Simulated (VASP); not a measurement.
# Os: band structure with PBE

The system is Os.

```
Os
1.0
     2.73410    0.00000    0.00000
    -1.36705    2.36780    0.00000
     0.00000    0.00000    4.31970
Os
2
Direct
  0.66667 0.33333 0.75000
  0.33333 0.66667 0.25000
```

```
Program                : VASP 6.6.1
Task                   : band structure
Functional             : PBE
Potentials or basis    : VASP PAW PBE potentials, release 64 (Os)
Cutoff                 : 500 eV
k mesh                 : 11 × 11 × 6
Occupations            : fermi-dirac, width 0.05 eV
Spin                   : no spin polarisation
Further INCAR settings : ALGO = Fast; EDIFF = 1e-06; NBANDS = 15
```

| Property | Result |
| --- | --- |
| Band gap along the path | none (metal or under the smearing width) |

Levels at the corners of the path, in eV from the Fermi level:
```
point  band 4  band 5  band 6  band 7  band 8  band 9  band 10  band 11  band 12  band 13
    Γ   -3.01   -2.76   -2.17   -2.17   -1.52   -1.52     0.07     1.73     1.73     9.12
    M   -3.51   -2.87   -2.53   -1.84    2.09    2.65     2.77     4.47     5.77     9.40
    M   -3.51   -2.87   -2.53   -1.84    2.09    2.65     2.77     4.47     5.77     9.40
    K   -4.58   -3.39   -3.39   -1.29    1.53    1.53     2.11     5.44     5.44     7.14
    K   -4.58   -3.39   -3.39   -1.29    1.53    1.53     2.11     5.44     5.44     7.14
    Γ   -3.01   -2.76   -2.17   -2.17   -1.52   -1.52     0.07     1.73     1.73     9.12
    Γ   -3.01   -2.76   -2.17   -2.17   -1.52   -1.52     0.07     1.73     1.73     9.12
    A   -3.53   -3.21   -3.21   -3.21   -3.21    0.94     0.94     0.94     0.94    13.79
    A   -3.53   -3.21   -3.21   -3.21   -3.21    0.94     0.94     0.94     0.94    13.79
    L   -5.30   -1.16   -1.16   -0.12   -0.12    2.43     2.43     3.35     3.35     9.19
    L   -5.30   -1.16   -1.16   -0.12   -0.12    2.43     2.43     3.35     3.35     9.19
    H   -4.91   -3.39   -3.39   -1.31   -1.31    1.68     1.68     8.40     8.40     9.48
    H   -4.91   -3.39   -3.39   -1.31   -1.31    1.68     1.68     8.40     8.40     9.48
    A   -3.53   -3.21   -3.21   -3.21   -3.21    0.94     0.94     0.94     0.94    13.79
    L   -5.30   -1.16   -1.16   -0.12   -0.12    2.43     2.43     3.35     3.35     9.19
    M   -3.51   -2.87   -2.53   -1.84    2.09    2.65     2.77     4.47     5.77     9.40
    K   -4.58   -3.39   -3.39   -1.29    1.53    1.53     2.11     5.44     5.44     7.14
    H   -4.91   -3.39   -3.39   -1.31   -1.31    1.68     1.68     8.40     8.40     9.48
```

Run time: 39 s on 1 thread of Intel(R) Xeon(R) Platinum 8375C CPU @ 2.90GHz (Ice Lake), on a shared host, peak memory 0.15 GiB.

Caveat: the log is that of the step along the path at fixed density, whose energy, stress, charges and moments have no meaning; spin-orbit coupling is left out, which moves the levels of the heavy elements.
